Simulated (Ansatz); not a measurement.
**Hf in Ansatz: the effect of functional**

Hf:

```
CELL_PARAMETERS angstrom
3.19670 0.00000 0.00000
-1.59835 2.76842 0.00000
0.00000 0.00000 5.05780
ATOMIC_POSITIONS crystal
Hf 0.66667 0.33333 0.75000
Hf 0.33333 0.66667 0.25000
```

Alike in all runs:

| Property | Result |
| --- | --- |
| Program | Ansatz 0.2.0 |
| Task | band structure |
| Potentials or basis | Ansatz PAW |
| k mesh | 10 × 10 × 5 |
| Occupations | fermi-dirac, width 0.05 eV |
| Spin | no spin polarisation |

```tsv
functional	cutoff	pressure (GPa)
LDA	420 eV (not typed: the program's choice for these potentials)	?
PBEsol	420 eV (not typed: the program's choice for these potentials)	-3.9
RPBE	420 eV (not typed: the program's choice for these potentials)	3.5
revPBE	420 eV (not typed: the program's choice for these potentials)	2.7
BLYP	420 eV (not typed: the program's choice for these potentials)	3.4
r2SCAN	500 eV (not typed: the program's choice for these potentials)	-0.3
```

Question: What does the run with functional LDA give?

Answer: Pressure -7.8 GPa.

Caveats: the PAW data sets come from PBE, with cores solved anew for the run's functional, which leaves a small shift of forces and pressure.

Runs at the PBE level aren't shown here.
